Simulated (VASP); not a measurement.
# BaO (Fm-3m) in VASP: further runs

One crystal, BaO, is run at these levels: PBE; tasks: relaxation of cell and atoms, electrostatic potential.

Everything below comes from runs of VASP 6.6.1. Logs are shortened: lines on timing, memory, paths and dates and some standing lists are left out, and cuts for length are marked.

## Step 1: The structure

The structure is cubic, space group Fm-3m (No. 225). Conventional cell: a = 5.520 Å, b = 5.520 Å, c = 5.520 Å, α = 90.00°, β = 90.00°, γ = 90.00°. Around Ba (site symmetry m-3m) lie 6 O at 2.76 Å. O (site symmetry m-3m) is surrounded by 6 Ba at 2.76 Å.

The cell was built by a generator and needn't be a form met in nature.

## Step 2: Relaxation of cell and atoms, PBE

INCAR

```
SYSTEM = BaO
PREC = Accurate
ENCUT = 700
EDIFF = 1E-7
ISMEAR = 0
SIGMA = 0.02
LREAL = .False.
LASPH = .True.
NELM = 120
ALGO = Normal
ISIF = 3
LWAVE = .False.
LCHARG = .False.
GGA = PE
IBRION = 2
NSW = 40
EDIFFG = -0.005
```

KPOINTS

```
Automatic mesh
0
Gamma
  8 8 8
  0 0 0
```

POSCAR

```
BaO
1.0
    0.0000000000      2.7600000000      2.7600000000
    2.7600000000      0.0000000000      2.7600000000
    2.7600000000      2.7600000000      0.0000000000
Ba O
1 1
Direct
    0.0000000000      0.0000000000      0.0000000000
    0.5000000000      0.5000000000      0.5000000000
```

Potentials or basis: VASP PAW PBE potentials, release 64 (Ba_sv, O).

On the command line:

```console
> cat potpaw_PBE.64/Ba_sv/POTCAR potpaw_PBE.64/O/POTCAR > POTCAR
> mpirun -np 1 vasp_std > vasp.out
```

OUTCAR:

```text
SYSTEM = BaO
   PREC = Accurate
   ENCUT = 700
   EDIFF = 1E-7
   ISMEAR = 0
   LREAL = .False.
   LASPH = .True.
   NELM = 120
   ISIF = 3
   GGA = PE
   IBRION = 2
   NSW = 40
   EDIFFG = -0.005

 ion  position               nearest neighbor table
   1  0.000  0.000  0.000-   2 2.76   2 2.76   2 2.76   2 2.76   2 2.76   2 2.76
   2  0.500  0.500  0.500-   1 2.76   1 2.76   1 2.76   1 2.76   1 2.76   1 2.76

  LATTYP: Found a face centered cubic cell.
 ALAT       =     5.5200000000

  Lattice vectors:

 A1 = (   0.0000000000,   2.7600000000,   2.7600000000)
 A2 = (   2.7600000000,   0.0000000000,   2.7600000000)
 A3 = (   2.7600000000,   2.7600000000,   0.0000000000)

Analysis of symmetry for initial positions (statically):
=====================================================================
 Subroutine PRICEL returns:
 Original cell was already a primitive cell.

 Routine SETGRP: Setting up the symmetry group for a
 face centered cubic supercell.

 Subroutine GETGRP returns: Found 48 space group operations
 (whereof 48 operations were pure point group operations)
 out of a pool of 48 trial point group operations.

The static configuration has the point symmetry O_h .

Analysis of symmetry for dynamics (positions and initial velocities):
=====================================================================
 Subroutine PRICEL returns:
 Original cell was already a primitive cell.

 Routine SETGRP: Setting up the symmetry group for a
 face centered cubic supercell.

 Subroutine GETGRP returns: Found 48 space group operations
 (whereof 48 operations were pure point group operations)
 out of a pool of 48 trial point group operations.

The dynamic configuration has the point symmetry O_h .

 Subroutine INISYM returns: Found 48 space group operations
 (whereof 48 operations are pure point group operations),
 and found     1 'primitive' translations

----------------------------------------------------------------------------------------

                                     Primitive cell

  volume of cell :      42.0492

  direct lattice vectors                    reciprocal lattice vectors
     0.000000000  2.760000000  2.760000000    -0.181159420  0.181159420  0.181159420
     2.760000000  0.000000000  2.760000000     0.181159420 -0.181159420  0.181159420
     2.760000000  2.760000000  0.000000000     0.181159420  0.181159420 -0.181159420

  length of vectors
     3.903229432  3.903229432  3.903229432     0.313777320  0.313777320  0.313777320

  position of ions in fractional coordinates (direct lattice)
     0.000000000  0.000000000  0.000000000
     0.500000000  0.500000000  0.500000000

  ion indices of the primitive-cell ions
   primitive index   ion index
                 1           1
                 2           2

----------------------------------------------------------------------------------------

 KPOINTS: Automatic mesh

Automatic generation of k-mesh.
 Grid dimensions read from file:
 generate k-points for:    8    8    8

 Generating k-lattice:

  Cartesian coordinates                     Fractional coordinates (reciprocal lattice)
    -0.022644928  0.022644928  0.022644928     0.125000000  0.000000000  0.000000000
     0.022644928 -0.022644928  0.022644928     0.000000000  0.125000000  0.000000000
     0.022644928  0.022644928 -0.022644928     0.000000000  0.000000000  0.125000000

  Length of vectors
     0.039222165  0.039222165  0.039222165

  Shift w.r.t. Gamma in fractional coordinates (k-lattice)
     0.000000000  0.000000000  0.000000000

 Subroutine IBZKPT returns following result:
 ===========================================

 Found     29 irreducible k-points:

 Following reciprocal coordinates:
            Coordinates               Weight
  0.000000  0.000000  0.000000      1.000000
  0.125000  0.000000  0.000000      8.000000
  0.250000  0.000000  0.000000      8.000000
  0.375000  0.000000  0.000000      8.000000
  0.500000  0.000000  0.000000      4.000000
  0.125000  0.125000  0.000000      6.000000
[... 16 lines left out ...]
  0.500000  0.250000  0.125000     48.000000
 -0.375000  0.250000  0.125000     24.000000
 [... further k-points ...]
   k-points           NKPTS =     29   k-points in BZ     NKDIM =     29   number of bands    NBANDS=     12
   number of dos      NEDOS =    301   number of ions     NIONS =      2
   total plane-waves  NPLWV =  46656
   dimension x,y,z NGX =    36 NGY =   36 NGZ =   36
   dimension x,y,z NGXF=    72 NGYF=   72 NGZF=   72
   ions per type =               1   1
   NGX,Y,Z   is equivalent  to a cutoff of  15.33, 15.33, 15.33 a.u.
   NGXF,Y,Z  is equivalent  to a cutoff of  30.67, 30.67, 30.67 a.u.
 SYSTEM =  BaO
   PREC   = accura    normal or accurate (medium, high low for compatibility)
   ISTART =      0    job   : 0-new  1-cont  2-samecut
   ICHARG =      2    charge: 1-file 2-atom 10-const
   ISPIN  =      1    spin polarized calculation?
   LNONCOLLINEAR =      F non collinear calculations
   LSORBIT =      F    spin-orbit coupling
   LASPH  =      T    aspherical Exc in radial PAW
   ENCUT  =  700.0 eV  51.45 Ry    7.17 a.u.   8.42  8.42  8.42*2*pi/ulx,y,z
   NELM   =    120;   NELMIN=  2; NELMDL= -5     # of ELM steps
   EDIFF  = 0.1E-06   stopping-criterion for ELM
   LREAL  =      F    real-space projection
   EDIFFG = -.5E-02   stopping-criterion for IOM
   NSW    =     40    number of steps for IOM
   IBRION =      2    ionic relax: 0-MD 1-quasi-New 2-CG
   NFREE  =      1    steps in history (QN), initial steepest desc. (CG)
   ISIF   =      3    stress and relaxation
   ISYM   =      2    0-nonsym 1-usesym 2-fastsym
   POTIM  = 0.5000    time-step for ionic-motion
   TEBEG  =    0.0;   TEEND  =   0.0 temperature during run
   PSTRESS=    0.0 pullay stress
   NELECT =      16.0000    total number of electrons
   NUPDOWN=      -1.0000    fix difference up-down
   EMIN   =  10.00;   EMAX   =-10.00  energy-range for DOS
   EFERMI =   0.00;   METHOD = LEGACY
   ISMEAR =     0;   SIGMA  =   0.02  broadening in eV -4-tet -1-fermi 0-gaus
   EFERMI_NEDOS =   21; number of points for ismear=-14 and -15
   IALGO  =     38    algorithm
   IMIX   =      4    mixing-type and parameters
     AMIX     =   0.40;   BMIX     =  1.00
     AMIX_MAG =   1.60;   BMIX_MAG =  1.00
  volume/ion in A,a.u.               =      21.02       141.88
  Fermi-wavevector in a.u.,A,eV,Ry     =   1.186303  2.241788 19.147691  1.407316
  Thomas-Fermi vector in A             =   2.322479
   LORBIT       =      0    0 simple, 1 ext, 2 COOP (PROOUT), +10 PAW based schemes
   GGA     = PE    functional components
   LHFCALC =     F    Hartree Fock is set to
   AEXX    =    0.0000 exact exchange contribution
   IVDW    =     0    specifies the selected vdW correction
   LEPSILON=     F    determine dielectric tensor
   LRPA    =     F    only Hartree local field effects (RPA)
 conjugate gradient relaxation of ions
 non-spin polarized calculation
 Gauss-broadening in eV      SIGMA  =   0.02
  energy-cutoff  :      700.00
  volume of cell :       42.05
 maximum number of plane-waves:      1807
 NGX is ok and might be reduce to    36
   NGX = 17   NGY = 17   NGZ = 17

--------------------------------------- Ionic step        1  -------------------------------------------

 number of electron      16.0000001 magnetization

 Free energy of the ion-electron system (eV)
  ---------------------------------------------------
  ext. energy  EPLUGINS =         0.00000000
  ---------------------------------------------------
  free energy    TOTEN  =       -11.78766800 eV

  energy without entropy =      -11.78766800  energy(sigma->0) =      -11.78766800

------------------------ aborting loop because EDIFF is reached ----------------------------------------

  FORCE on cell =-STRESS in cart. coord.  units (eV):
  Direction    XX          YY          ZZ          XY          YZ          ZX
  --------------------------------------------------------------------------------------
  -------------------------------------------------------------------------------------
  Total        1.0044358      1.0044358      1.0044358      0.0000000      0.0000000     -0.0000000
  in kB       38.2715018     38.2715018     38.2715018      0.0000000      0.0000000     -0.0000000
  external PRESSURE =      38.2715018 kB  Pullay stress =       0.0000000 kB

 VOLUME and BASIS-vectors are now :
 -----------------------------------------------------------------------------
  energy-cutoff  :      700.00
  volume of cell :       42.05
      direct lattice vectors                 reciprocal lattice vectors
     0.000000000  2.760000000  2.760000000    -0.181159420  0.181159420  0.181159420
     2.760000000  0.000000000  2.760000000     0.181159420 -0.181159420  0.181159420
     2.760000000  2.760000000  0.000000000     0.181159420  0.181159420 -0.181159420
[... 37 lines left out ...]
 POSITION                                       TOTAL-FORCE (eV/Angst)
 -----------------------------------------------------------------------------------
      2.82687      0.00000      2.82687        -0.000000     -0.000000     -0.000000
      2.82687      2.82687      2.82687         0.000000      0.000000      0.000000
 -----------------------------------------------------------------------------------
    total drift:                                0.000000      0.000000      0.000000

  FREE ENERGIE OF THE ION-ELECTRON SYSTEM (eV)
  ---------------------------------------------------
  free  energy   TOTEN  =       -11.8074837098 eV

  energy  without entropy=      -11.8074837098  energy(sigma->0) =      -11.80748371

--------------------------------------- Ionic step        3  -------------------------------------------

 number of electron      16.0000000 magnetization

 Free energy of the ion-electron system (eV)
  ---------------------------------------------------
  ext. energy  EPLUGINS =         0.00000000
  ---------------------------------------------------
  free energy    TOTEN  =       -11.81205548 eV

  energy without entropy =      -11.81205548  energy(sigma->0) =      -11.81205548

 E-fermi :   1.7509     XC(G=0):  -9.4393

 val. band max:        1.6078490081   @ k =   0.5000   0.5000   0.0000
 cond. band min:       3.7096175252   @ k =   0.5000   0.5000   0.0000
 fundamental gap:      2.1017685171
 Fermi energy:         1.7508781729

 k-point     1 :       0.0000    0.0000    0.0000
  band No.  band energies     occupation
      1     -24.3082      2.00000
      2     -13.2917      2.00000
      3      -8.8935      2.00000
      4      -8.8935      2.00000
      5      -8.8935      2.00000
      6       1.3641      2.00000
      7       1.3641      2.00000
      8       1.3641      2.00000
      9       4.9924      0.00000
     10       6.3100      0.00000
     11       6.3100      0.00000
     12       6.3100      0.00000

 k-point     2 :       0.1250    0.0000    0.0000
  band No.  band energies     occupation
      1     -24.2776      2.00000
      2     -13.3842      2.00000
      3      -8.9274      2.00000
      4      -8.9104      2.00000
      5      -8.9104      2.00000
      6       1.0365      2.00000
      7       1.1785      2.00000
      8       1.1785      2.00000
      9       5.6165      0.00000
     10       6.1919      0.00000
     11       6.5865      0.00000
     12       6.5865      0.00000
[... 316 lines left out ...]
 k-point    24 :      -0.3750    0.2500    0.1250
  band No.  band energies     occupation
      1     -24.0610      2.00000
      2     -13.7742      2.00000
      3      -9.4495      2.00000
      4      -9.4446      2.00000
      5      -8.9993      2.00000
      6       0.2205      2.00000
      7       0.7765      2.00000
      8       0.8479      2.00000
      9       6.4340      0.00000
     10       7.0250      0.00000
     11       9.2346      0.00000
     12       9.3265      0.00000

 [... further k-points ...]

------------------------ aborting loop because EDIFF is reached ----------------------------------------

  FORCE on cell =-STRESS in cart. coord.  units (eV):
  Direction    XX          YY          ZZ          XY          YZ          ZX
  --------------------------------------------------------------------------------------
  -------------------------------------------------------------------------------------
  Total        0.0045633      0.0045633      0.0045633      0.0000000     -0.0000000      0.0000000
  in kB        0.1654626      0.1654626      0.1654626      0.0000000     -0.0000000      0.0000000
  external PRESSURE =       0.1654626 kB  Pullay stress =       0.0000000 kB

 VOLUME and BASIS-vectors are now :
 -----------------------------------------------------------------------------
  energy-cutoff  :      700.00
  volume of cell :       44.19
      direct lattice vectors                 reciprocal lattice vectors
     0.000000000  2.805990818  2.805990818    -0.178190177  0.178190177  0.178190177
     2.805990818  0.000000000  2.805990818     0.178190177 -0.178190177  0.178190177
     2.805990818  2.805990818 -0.000000000     0.178190177  0.178190177 -0.178190177

 POSITION                                       TOTAL-FORCE (eV/Angst)
 -----------------------------------------------------------------------------------
      0.00000      0.00000      0.00000         0.000000     -0.000000      0.000000
      2.80599      2.80599      2.80599        -0.000000      0.000000     -0.000000
 -----------------------------------------------------------------------------------
    total drift:                                0.000000      0.000000      0.000000

  FREE ENERGIE OF THE ION-ELECTRON SYSTEM (eV)
  ---------------------------------------------------
  free  energy   TOTEN  =       -11.8120554796 eV

  energy  without entropy=      -11.8120554796  energy(sigma->0) =      -11.81205548

 reached required accuracy - stopping structural energy minimisation
```

It took 56 s on 1 thread of Intel Xeon Platinum 8259CL at 2.50GHz (Skylake/Cascade Lake), shared host; peak memory 0.22 GiB.

Results:

- Free energy: -11.8121 eV
- Relaxed volume: 22.09 Å³/atom
- Relaxed cell: a = 3.968 Å, b = 3.968 Å, c = 3.968 Å, α = 60.00°, β = 60.00°, γ = 60.00°
- Space group after relaxing (to 0.05 Å): Fm-3m (No. 225)
- Energy gained by relaxing: 12.2 meV/atom
- Ionic steps: 3
- Pressure after relaxing: 0.0 GPa
- Band gap on the k mesh: 2.10 eV, direct

The path:
| step | energy change (eV) | largest force (eV/Å) | pressure (GPa) | volume (Å³) |
| --- | --- | --- | --- | --- |
| 1 | 0.0000 | 0.0000 | 3.83 | 42.05 |
| 2 | -0.0198 | 0.0000 | -1.45 | 45.18 |
| 3 | -0.0244 | 0.0000 | 0.02 | 44.19 |

Final structure:
```
CELL_PARAMETERS angstrom
0.00000 2.80599 2.80599
2.80599 0.00000 2.80599
2.80599 2.80599 0.00000
ATOMIC_POSITIONS crystal
Ba 0.00000 0.00000 0.00000
O 0.50000 0.50000 0.50000
```

Levels at points of the mesh, in eV from the valence-band top:
```csv
k point,band 4,band 5,band 6,band 7,band 8,band 9,band 10,band 11,band 12
"(0.00, 0.00, 0.00)",-10.50,-10.50,-0.24,-0.24,-0.24,3.38,4.70,4.70,4.70
"(0.50, 0.00, 0.00)",-10.61,-10.61,-1.84,-1.30,-1.30,4.89,7.04,7.04,7.97
"(0.50, 0.50, 0.00)",-11.02,-11.02,-0.10,-0.10,0.00,2.10,5.82,8.71,9.15
```

Caveat: spin-orbit coupling is left out, which moves the levels of the heavy elements.

## Step 3: Electrostatic potential, PBE

This run uses another cell than the first one, of 22.09 Å³/atom, 1.051 times its volume.

INCAR

```
PREC = Accurate ; ENCUT = 700
EDIFF = 1E-7 ; ISMEAR = 0
SIGMA = 0.02 ; LREAL = F
LASPH = T ; NELM = 80
ALGO = Normal ; ISIF = 2
LWAVE = F ; LCHARG = T
GGA = PE ; LVHAR = T
```

KPOINTS

```
regular mesh
0
Gamma
  8 8 8
```

POSCAR

```
BaO                                     
1.0
    0.0000000000      2.8059908182      2.8059908182
    2.8059908182      0.0000000000      2.8059908182
    2.8059908182      2.8059908182     -0.0000000000
  Ba              O             
     1     1
Direct
     0.0000000000000000    0.0000000000000000    0.0000000000000000
     0.5000000000000000    0.5000000000000000    0.5000000000000000
```

Potentials or basis: VASP PAW PBE potentials, release 64 (Ba_sv, O).

On the command line:

```console
> cat potpaw_PBE.64/Ba_sv/POTCAR potpaw_PBE.64/O/POTCAR > POTCAR
> mpirun -np 1 vasp_std > vasp.out
```

It took 24 s on 1 thread of Intel Xeon Platinum 8259CL at 2.50GHz (Skylake/Cascade Lake), shared host; peak memory 0.21 GiB.

The run converged. Its results:

| Quantity | Value |
| --- | --- |
| Free energy | -11.8143 eV |
| Pressure | 0.0 GPa |
| Band gap on the k mesh | 2.10 eV, direct |

Levels at points of the mesh, in eV from the valence-band top:
| k point | band 4 | band 5 | band 6 | band 7 | band 8 | band 9 | band 10 | band 11 | band 12 |
| --- | --- | --- | --- | --- | --- | --- | --- | --- | --- |
| (0.00, 0.00, 0.00) | -10.50 | -10.50 | -0.24 | -0.24 | -0.24 | 3.38 | 4.70 | 4.70 | 4.70 |
| (0.50, 0.00, 0.00) | -10.61 | -10.61 | -1.84 | -1.30 | -1.30 | 4.89 | 7.04 | 7.04 | 7.97 |
| (0.50, 0.50, 0.00) | -11.02 | -11.02 | -0.10 | -0.10 | 0.00 | 2.10 | 5.82 | 8.71 | 9.15 |

Caveat: spin-orbit coupling is left out, which moves the levels of the heavy elements. A hybrid or GW would open this gap; PBE tends to underestimate it.
